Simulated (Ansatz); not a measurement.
# Moving the fixed moment of the cell in NiSi2

```cif
data_structure
_symmetry_space_group_name_H-M 'Fm-3m'
_symmetry_Int_Tables_number 225
_cell_length_a 5.4060
_cell_length_b 5.4060
_cell_length_c 5.4060
_cell_angle_alpha 90.000
_cell_angle_beta 90.000
_cell_angle_gamma 90.000
_cell_volume 157.99
loop_
_atom_site_label
_atom_site_type_symbol
_atom_site_symmetry_multiplicity
_atom_site_Wyckoff_symbol
_atom_site_fract_x
_atom_site_fract_y
_atom_site_fract_z
_atom_site_occupancy
Ni1 Ni 4 a 0.00000 0.00000 0.00000 1
Si1 Si 8 c 0.25000 0.25000 0.75000 1
```

Kept alike: task single point; functional PBEsol; k mesh 7 × 7 × 7; occupations fermi-dirac, width 0.05 eV. Program: Ansatz, Ansatz PAW, cutoff 420 eV. The mesh is that of the run's cell of 3 atoms. No spin-orbit coupling.

```tsv
fixed moment of cell, M (μB)	pressure (GPa)	largest site moment (μB)	free energy over the lowest row (meV/atom)
0	-1.63	0.00	0.00
0.2	-1.62	0.12	9.54
0.5	-0.19	0.24	49.78
0.8	1.32	?	?
1	2.54	0.42	178.86
1.2	3.78	0.50	247.41
1.5	6.15	0.60	371.39
2	10.34	0.77	614.92
```

Pressure is positive in compression, with a Pulay correction for the finite cutoff. The runs hold the magnetic state that their start led to, which needn't be the lowest. Site moments count inside each atom's sphere or projector. All rows use potentials made for PBE.

Fit the rows shown and predict the run at 0.8 μB.

A least-squares parabola through the rows shown is largest site moment = -0.0369 M² + 0.4487 M + 0.016 (largest miss 0.016); at M = 0.8 it gives 0.35 μB. A least-squares parabola through the rows shown is free energy = 127.844 M² + 55.4206 M - 4.404 (largest miss 5.487); at M = 0.8 it gives 121.75 meV/atom. The run gave: largest site moment 0.35 μB; free energy over the lowest row 117.93 meV/atom.

Among the states computed, NiSi2 favours zero moment, and the energy rises at every step in M, as expected for a metal known to be non-magnetic. The Ni d shell is nearly full and lies mostly below the Fermi level, where the states are Ni d–Si p hybrids with a modest density. Exchange therefore gains too little to pay for moving electrons from one spin channel to the other. The largest site moment is a shrinking share of M, which suggests that the added polarisation goes increasingly into Si-derived and interstitial states. The pressure climbs as well, probably because the forced transfer empties bonding states and fills antibonding ones.

The energy parabola interpolates passably but has the wrong form: without spin-orbit coupling, reversing M can't change the energy, so the linear term is unphysical. The energy in fact grows more slowly than M², so an even polynomial with a quartic term would be the better choice. Antiferromagnetic order between Ni atoms, which needs a larger cell, remains untested.
